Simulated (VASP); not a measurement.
# Fe (Im-3m) in VASP: further runs

Aim: see how the results for Fe move with the level of theory and the settings. Levels: RPBE, RPBE+D3+U, revPBE+U. Tasks: band structure, density of states, single point.

Program: VASP 6.6.1. These are calculated values, not measurements. Logs are shortened: lines on timing, memory, paths and dates and some standing lists are left out, and cuts for length are marked.

### Step 1. The crystal as given

Symmetry: Im-3m, No. 229, cubic system. Conventional cell: a = 2.886 Å, b = 2.886 Å, c = 2.886 Å, α = 90.00°, β = 90.00°, γ = 90.00°. Around Fe (site symmetry m-3m) lie 8 Fe at 2.50 Å.

### Step 2. Band structure, RPBE, collinear spin, ferromagnetic start

Input file INCAR:

```
PREC     = Accurate       # precision mode
ENCUT    = 520            # plane-wave cutoff, eV
EDIFF    = 1E-7           # SCF threshold, eV
ISMEAR   = -1             # smearing method
SIGMA    = 0.05           # smearing width, eV
LREAL    = F              # projectors in reciprocal space
LASPH    = T              # aspherical terms in the spheres
NELM     = 120            # most SCF steps
ALGO     = Fast           # electronic algorithm
ISIF     = 2              # what is computed and relaxed
LWAVE    = F              # write WAVECAR
LCHARG   = F              # write CHGCAR
ISPIN    = 2              # spin polarisation
MAGMOM   = 3              # initial moments
LORBIT   = 11             # projections on sites
LMAXMIX  = 4              # l up to which the mixer works
GGA      = RP             # functional
NBANDS   = 14             # bands
```

Input file KPOINTS:

```
regular mesh
0
Gamma
  13 13 13
```

Input file POSCAR:

```
Fe
1.0
   -1.4430000000      1.4430000000      1.4430000000
    1.4430000000     -1.4430000000      1.4430000000
    1.4430000000      1.4430000000     -1.4430000000
Fe
1
Direct
    0.0000000000      0.0000000000      0.0000000000
```

Input file KPOINTS_OPT:

```
path GHNGPH,PN
20
line-mode
reciprocal
 0.0000000000  0.0000000000  0.0000000000  G
 0.5000000000 -0.5000000000  0.5000000000  H

 0.5000000000 -0.5000000000  0.5000000000  H
 0.0000000000  0.0000000000  0.5000000000  N

 0.0000000000  0.0000000000  0.5000000000  N
 0.0000000000  0.0000000000  0.0000000000  G

 0.0000000000  0.0000000000  0.0000000000  G
 0.2500000000  0.2500000000  0.2500000000  P

 0.2500000000  0.2500000000  0.2500000000  P
 0.5000000000 -0.5000000000  0.5000000000  H

 0.2500000000  0.2500000000  0.2500000000  P
 0.0000000000  0.0000000000  0.5000000000  N
```

Potentials or basis: VASP PAW PBE potentials, release 64 (Fe).

Command:

```
cat potpaw_PBE.64/Fe/POTCAR > POTCAR
mpirun -np 1 vasp_std > vasp.out
```

OUTCAR:

```text
PREC = Accurate
   ENCUT = 520
   EDIFF = 1E-7
   ISMEAR = -1
   LREAL = F
   LASPH = T
   NELM = 120
   ISIF = 2
   ISPIN = 2
   LORBIT = 11
   GGA = RP

 ion  position               nearest neighbor table
   1  0.000  0.000  0.000-

  LATTYP: Found a body centered cubic cell.
 ALAT       =     2.8860000000

  Lattice vectors:

 A1 = (  -1.4430000000,   1.4430000000,   1.4430000000)
 A2 = (   1.4430000000,  -1.4430000000,   1.4430000000)
 A3 = (   1.4430000000,   1.4430000000,  -1.4430000000)

Analysis of symmetry for initial positions (statically):
=====================================================================
 Subroutine PRICEL returns:
 Original cell was already a primitive cell.

 Routine SETGRP: Setting up the symmetry group for a
 body centered cubic supercell.

 Subroutine GETGRP returns: Found 48 space group operations
 (whereof 48 operations were pure point group operations)
 out of a pool of 48 trial point group operations.

The static configuration has the point symmetry O_h .

Analysis of symmetry for dynamics (positions and initial velocities):
=====================================================================
 Subroutine PRICEL returns:
 Original cell was already a primitive cell.

 Routine SETGRP: Setting up the symmetry group for a
 body centered cubic supercell.

 Subroutine GETGRP returns: Found 48 space group operations
 (whereof 48 operations were pure point group operations)
 out of a pool of 48 trial point group operations.

The dynamic configuration has the point symmetry O_h .

Analysis of structural, dynamic, and magnetic symmetry:
=====================================================================
 Subroutine PRICEL returns:
 Original cell was already a primitive cell.

 Routine SETGRP: Setting up the symmetry group for a
 body centered cubic supercell.

 Subroutine GETGRP returns: Found 48 space group operations
 (whereof 48 operations were pure point group operations)
 out of a pool of 48 trial point group operations.

The overall configuration has the point symmetry O_h .

 Subroutine INISYM returns: Found 48 space group operations
 (whereof 48 operations are pure point group operations),
 and found     1 'primitive' translations

----------------------------------------------------------------------------------------

                                     Primitive cell

  volume of cell :      12.0187

  direct lattice vectors                    reciprocal lattice vectors
    -1.443000000  1.443000000  1.443000000     0.000000000  0.346500347  0.346500347
     1.443000000 -1.443000000  1.443000000     0.346500347  0.000000000  0.346500347
     1.443000000  1.443000000 -1.443000000     0.346500347  0.346500347  0.000000000

  length of vectors
     2.499349315  2.499349315  2.499349315     0.490025489  0.490025489  0.490025489

  position of ions in fractional coordinates (direct lattice)
     0.000000000  0.000000000  0.000000000

  ion indices of the primitive-cell ions
   primitive index   ion index
                 1           1

----------------------------------------------------------------------------------------

 KPOINTS: regular mesh

Automatic generation of k-mesh.
 Grid dimensions read from file:
 generate k-points for:   13   13   13

 Generating k-lattice:

  Cartesian coordinates                     Fractional coordinates (reciprocal lattice)
     0.000000000  0.026653873  0.026653873     0.076923077  0.000000000  0.000000000
     0.026653873  0.000000000  0.026653873     0.000000000  0.076923077  0.000000000
     0.026653873  0.026653873  0.000000000     0.000000000  0.000000000  0.076923077

  Length of vectors
     0.037694268  0.037694268  0.037694268

  Shift w.r.t. Gamma in fractional coordinates (k-lattice)
     0.000000000  0.000000000  0.000000000

 Subroutine IBZKPT returns following result:
 ===========================================

 Found     84 irreducible k-points:

 Following reciprocal coordinates:
            Coordinates               Weight
  0.000000  0.000000  0.000000      1.000000
  0.076923  0.000000  0.000000     12.000000
  0.153846  0.000000  0.000000     12.000000
  0.230769  0.000000  0.000000     12.000000
  0.307692  0.000000  0.000000     12.000000
  0.384615  0.000000  0.000000     12.000000
[... 16 lines left out ...]
  0.153846  0.076923  0.076923     24.000000
  0.230769  0.076923  0.076923     24.000000
 [... further k-points ...]
   k-points           NKPTS =     84   k-points in BZ     NKDIM =     84   number of bands    NBANDS=     14
   number of dos      NEDOS =    301   number of ions     NIONS =      1
   total plane-waves  NPLWV =   8000
   dimension x,y,z NGX =    20 NGY =   20 NGZ =   20
   dimension x,y,z NGXF=    40 NGYF=   40 NGZF=   40
   ions per type =               1
   NGX,Y,Z   is equivalent  to a cutoff of  13.30, 13.30, 13.30 a.u.
   NGXF,Y,Z  is equivalent  to a cutoff of  26.61, 26.61, 26.61 a.u.
 SYSTEM =  unknown system
   PREC   = accura    normal or accurate (medium, high low for compatibility)
   ISTART =      0    job   : 0-new  1-cont  2-samecut
   ICHARG =      2    charge: 1-file 2-atom 10-const
   ISPIN  =      2    spin polarized calculation?
   LNONCOLLINEAR =      F non collinear calculations
   LSORBIT =      F    spin-orbit coupling
   LASPH  =      T    aspherical Exc in radial PAW
   ENCUT  =  520.0 eV  38.22 Ry    6.18 a.u.   4.65  4.65  4.65*2*pi/ulx,y,z
   NELM   =    120;   NELMIN=  2; NELMDL= -5     # of ELM steps
   EDIFF  = 0.1E-06   stopping-criterion for ELM
   LREAL  =      F    real-space projection
   EDIFFG = 0.1E-05   stopping-criterion for IOM
   NSW    =      0    number of steps for IOM
   IBRION =     -1    ionic relax: 0-MD 1-quasi-New 2-CG
   NFREE  =      0    steps in history (QN), initial steepest desc. (CG)
   ISIF   =      2    stress and relaxation
   ISYM   =      2    0-nonsym 1-usesym 2-fastsym
   POTIM  = 0.5000    time-step for ionic-motion
   TEBEG  =    0.0;   TEEND  =   0.0 temperature during run
   PSTRESS=    0.0 pullay stress
   NELECT =       8.0000    total number of electrons
   NUPDOWN=      -1.0000    fix difference up-down
   EMIN   =  10.00;   EMAX   =-10.00  energy-range for DOS
   EFERMI =   0.00;   METHOD = LEGACY
   ISMEAR =    -1;   SIGMA  =   0.05  broadening in eV -4-tet -1-fermi 0-gaus
   EFERMI_NEDOS =   21; number of points for ismear=-14 and -15
   IALGO  =     68    algorithm
   IMIX   =      4    mixing-type and parameters
     AMIX     =   0.40;   BMIX     =  1.00
     AMIX_MAG =   1.60;   BMIX_MAG =  1.00
  volume/ion in A,a.u.               =      12.02        81.11
  Fermi-wavevector in a.u.,A,eV,Ry     =   1.429394  2.701162 27.798962  2.043166
  Thomas-Fermi vector in A             =   2.549352
   LORBIT       =     11    0 simple, 1 ext, 2 COOP (PROOUT), +10 PAW based schemes
   GGA     = RP    functional components
   LHFCALC =     F    Hartree Fock is set to
   AEXX    =    0.0000 exact exchange contribution
   IVDW    =     0    specifies the selected vdW correction
   LEPSILON=     F    determine dielectric tensor
   LRPA    =     F    only Hartree local field effects (RPA)
 spin polarized calculation
 RMM-DIIS sequential band-by-band and
  energy-cutoff  :      520.00
  volume of cell :       12.02
 maximum number of plane-waves:       336
   NGX =  9   NGY =  9   NGZ =  9

 number of electron       7.9999995 magnetization       2.3386689

 Free energy of the ion-electron system (eV)
  ---------------------------------------------------
  ext. energy  EPLUGINS =         0.00000000
  ---------------------------------------------------
  free energy    TOTEN  =        -7.75558842 eV

  energy without entropy =       -7.74567979  energy(sigma->0) =       -7.75063411

 E-fermi :   5.3504     XC(G=0): -12.7036

 val. band max:        5.3491940734   @ k =  -0.4615  -0.4615   0.2308
 cond. band min:       5.3610816640   @ k =  -0.4615   0.4615   0.2308
 fundamental gap:      0.0118875906
 Fermi energy:         5.3503891788

 spin component 1

 k-point     1 :       0.0000    0.0000    0.0000
  band No.  band energies     occupation
      1      -2.6766      1.00000
      2       3.1367      1.00000
      3       3.1367      1.00000
      4       3.1367      1.00000
      5       4.2515      1.00000
      6       4.2515      1.00000
      7      29.8663      0.00000
      8      29.8663      0.00000
      9      29.8663      0.00000
     10      34.6110      0.00000
     11      34.6110      0.00000
     12      36.6293      0.00000
     13      36.7554      0.00000
     14      36.7841      0.00000
[... 375 lines left out ...]
 k-point    24 :       0.2308    0.0769    0.0769
  band No.  band energies     occupation
      1       0.6064      1.00000
      2       2.3880      1.00000
      3       2.7717      1.00000
      4       4.2087      1.00000
      5       4.3454      1.00000
      6       5.3914      0.30556
      7      18.2662      0.00000
      8      22.3156      0.00000
      9      23.9674      0.00000
     10      31.4401      0.00000
     11      35.1708      0.00000
     12      37.4504      0.00000
     13      39.2797      0.00000
     14      42.5414      0.00000

 [... further k-points ...]

 spin component 2

 k-point     1 :       0.0000    0.0000    0.0000
  band No.  band energies     occupation
      1      -2.5806      1.00000
      2       5.2711      0.82998
      3       5.2713      0.82959
      4       5.2713      0.82956
      5       7.1972      0.00000
      6       7.1973      0.00000
      7      29.4768      0.00000
      8      29.4768      0.00000
      9      29.4768      0.00000
     10      34.6713      0.00000
     11      34.6713      0.00000
     12      37.9527      0.00000
     13      37.9783      0.00000
     14      37.9784      0.00000
[... 375 lines left out ...]
 k-point    24 :       0.2308    0.0769    0.0769
  band No.  band energies     occupation
      1       1.0177      1.00000
      2       4.3226      1.00000
      3       4.5168      1.00000
      4       7.0121      0.00000
      5       7.3136      0.00000
      6       7.5747      0.00000
      7      18.9935      0.00000
      8      22.6303      0.00000
      9      24.6641      0.00000
     10      31.3619      0.00000
     11      35.6980      0.00000
     12      37.6182      0.00000
     13      39.5080      0.00000
     14      42.9929      0.00000

 [... further k-points ...]

------------------------ aborting loop because EDIFF is reached ----------------------------------------

  FORCE on cell =-STRESS in cart. coord.  units (eV):
  Direction    XX          YY          ZZ          XY          YZ          ZX
  --------------------------------------------------------------------------------------
  -------------------------------------------------------------------------------------
  Total       -0.2136138     -0.2136138     -0.2136138      0.0000000     -0.0000000     -0.0000000
  in kB      -28.4761229    -28.4761229    -28.4761229      0.0000000     -0.0000000     -0.0000000
  external PRESSURE =     -28.4761229 kB  Pullay stress =       0.0000000 kB

 VOLUME and BASIS-vectors are now :
 -----------------------------------------------------------------------------
  energy-cutoff  :      520.00
  volume of cell :       12.02
      direct lattice vectors                 reciprocal lattice vectors
    -1.443000000  1.443000000  1.443000000     0.000000000  0.346500347  0.346500347
     1.443000000 -1.443000000  1.443000000     0.346500347  0.000000000  0.346500347
     1.443000000  1.443000000 -1.443000000     0.346500347  0.346500347  0.000000000

 POSITION                                       TOTAL-FORCE (eV/Angst)
 -----------------------------------------------------------------------------------
      0.00000      0.00000      0.00000         0.000000      0.000000      0.000000
 -----------------------------------------------------------------------------------
    total drift:                                0.000000      0.000000      0.000000

  FREE ENERGIE OF THE ION-ELECTRON SYSTEM (eV)
  ---------------------------------------------------
  free  energy   TOTEN  =        -7.7555884247 eV

  energy  without entropy=       -7.7456797907  energy(sigma->0) =       -7.75063411

 total charge

# of ion       s       p       d       tot
------------------------------------------
    1        0.463   0.493   6.195   7.151

 magnetization (x)

# of ion       s       p       d       tot
------------------------------------------
    1       -0.016  -0.064   2.432   2.353
```

It took 27 s on 1 thread of Intel Xeon 6975P-C (Granite Rapids), shared host; peak memory 0.15 GiB.

Results:

```
Free energy                                           : -7.7556 eV
Pressure                                              : -2.8 GPa
Band gap along the path                               : none (metal or under the smearing width)
Net moment                                            : 2.34 μB per cell
Site moments                                          : Fe +2.35 μB
Valence electrons inside the program's atomic spheres : Fe 7.15
```

Levels at the corners of the path, in eV from the Fermi level:
Spin up:
```
point  band 1  band 2  band 3  band 4  band 5  band 6  band 7  band 8  band 9  band 10
    Γ   -8.03   -2.21   -2.21   -2.21   -1.10   -1.10   24.52   24.52   24.52    29.26
    H   -4.51   -4.51   -0.01   -0.01   -0.01    9.63    9.63    9.63   15.10    15.10
    H   -4.51   -4.51   -0.01   -0.01   -0.01    9.63    9.63    9.63   15.10    15.10
    N   -4.61   -3.19   -1.04   -0.93    0.24    0.61    6.90   17.96   19.46    22.70
    N   -4.61   -3.19   -1.04   -0.93    0.24    0.61    6.90   17.96   19.46    22.70
    Γ   -8.03   -2.21   -2.21   -2.21   -1.10   -1.10   24.52   24.52   24.52    29.26
    Γ   -8.03   -2.21   -2.21   -2.21   -1.10   -1.10   24.52   24.52   24.52    29.26
    P   -3.04   -3.04   -3.04   -0.90   -0.90    8.29    8.29    8.29   10.28    37.98
    P   -3.04   -3.04   -3.04   -0.90   -0.90    8.29    8.29    8.29   10.28    37.98
    H   -4.51   -4.51   -0.01   -0.01   -0.01    9.63    9.63    9.63   15.10    15.10
    P   -3.04   -3.04   -3.04   -0.90   -0.90    8.29    8.29    8.29   10.28    37.98
    N   -4.61   -3.19   -1.04   -0.93    0.24    0.61    6.90   17.96   19.46    22.70
```
Spin down:
| point | band 1 | band 2 | band 3 | band 4 | band 5 | band 6 | band 7 | band 8 |
| --- | --- | --- | --- | --- | --- | --- | --- | --- |
| Γ | -7.93 | -0.08 | -0.08 | -0.08 | 1.85 | 1.85 | 24.13 | 24.13 |
| H | -2.56 | -2.56 | 2.43 | 2.43 | 2.43 | 9.85 | 9.85 | 9.85 |
| H | -2.56 | -2.56 | 2.43 | 2.43 | 2.43 | 9.85 | 9.85 | 9.85 |
| N | -3.23 | -1.28 | 0.62 | 1.70 | 2.09 | 2.71 | 8.36 | 17.89 |
| N | -3.23 | -1.28 | 0.62 | 1.70 | 2.09 | 2.71 | 8.36 | 17.89 |
| Γ | -7.93 | -0.08 | -0.08 | -0.08 | 1.85 | 1.85 | 24.13 | 24.13 |
| Γ | -7.93 | -0.08 | -0.08 | -0.08 | 1.85 | 1.85 | 24.13 | 24.13 |
| P | -1.51 | -1.51 | -1.51 | 2.13 | 2.13 | 9.18 | 9.18 | 9.18 |
| P | -1.51 | -1.51 | -1.51 | 2.13 | 2.13 | 9.18 | 9.18 | 9.18 |
| H | -2.56 | -2.56 | 2.43 | 2.43 | 2.43 | 9.85 | 9.85 | 9.85 |
| P | -1.51 | -1.51 | -1.51 | 2.13 | 2.13 | 9.18 | 9.18 | 9.18 |
| N | -3.23 | -1.28 | 0.62 | 1.70 | 2.09 | 2.71 | 8.36 | 17.89 |

Caveat: the PAW data sets were made with another functional, which shifts forces and pressure a little.

### Step 3. Density of states, RPBE+D3+U, collinear spin, antiferromagnetic start

This run uses another cell than the first one: it holds 2 atoms, not 1.

Input file POSCAR:

```
Fe
1.0
    0.0000000000      0.0000000000      2.8860000000
    2.8860000000     -2.8860000000      0.0000000000
    1.4430000000      1.4430000000     -1.4430000000
Fe
2
Cartesian
    0.0000000000      0.0000000000      0.0000000000
    1.4430000000     -1.4430000000      1.4430000000
```

Input file INCAR.step1:

```
  PREC = Accurate
  ENCUT = 520
  EDIFF = 1E-7
  ISMEAR = -1
  SIGMA = 0.1
  LREAL = F
  LASPH = T
  NELM = 150
  ALGO = Fast
  ISIF = 2
  LWAVE = F
  LCHARG = T
  ISPIN = 2
  MAGMOM = 3 -3
  LMAXMIX = 4
  LDAU = T
  LDAUTYPE = 2
  LDAUL = 2
  LDAUU = 8
  LDAUJ = 0
  LDAUPRINT = 1
  GGA = RP
  IVDW = 11
  NBANDS = 10
```

Input file KPOINTS.step1:

```
Automatic mesh
0
Gamma
  6 4 6
```

Input file INCAR.step2:

```
  PREC = Accurate
  ENCUT = 520
  EDIFF = 1E-7
  ISMEAR = -5
  SIGMA = 0.1
  LREAL = F
  LASPH = T
  NELM = 150
  ALGO = Fast
  ISIF = 2
  LWAVE = F
  LCHARG = F
  ISPIN = 2
  MAGMOM = 3 -3
  LORBIT = 10
  LMAXMIX = 4
  LDAU = T
  LDAUTYPE = 2
  LDAUL = 2
  LDAUU = 8
  LDAUJ = 0
  LDAUPRINT = 1
  GGA = RP
  IVDW = 11
  NBANDS = 10
  NEDOS = 2001
  ICHARG = 11
```

Input file KPOINTS.step2:

```
Automatic mesh
0
Gamma
  9 6 9
```

Potentials or basis: VASP PAW PBE potentials, release 54 (Fe).

Command:

```
cat potpaw_PBE.54/Fe/POTCAR > POTCAR
cp INCAR.step1 INCAR
cp KPOINTS.step1 KPOINTS
mpirun -np 1 vasp_std > vasp.out
cp INCAR.step2 INCAR
cp KPOINTS.step2 KPOINTS
mpirun -np 1 vasp_std > vasp.out
```

Wall time 48 s (1 thread of Intel Xeon Platinum 8488C (Sapphire Rapids), shared host); peak memory 0.18 GiB.

The run converged, but some of its settings lie outside the range that counts as converged, so its numbers aren't taken as properties of the crystal.

Results:

| Item | Value |
| --- | --- |
| Net moment | 0.00 μB per cell |
| Site moments | Fe +3.55, -3.55 μB |
| Valence electrons inside the program's atomic spheres | Fe 7.27 |
| Dispersion energy per atom | -0.387 eV |

Caveat: the k mesh is coarse (spacing up to 0.51 Å⁻¹), so the values aren't converged; the PAW data sets were made with another functional, which shifts forces and pressure a little; pairwise dispersion overbinds metals, which lowers pressure and volume; the U is typed as a test and isn't derived for this compound; tetrahedron occupations give inexact forces and stress in metals.

(Part 1 of 2 ends here.)
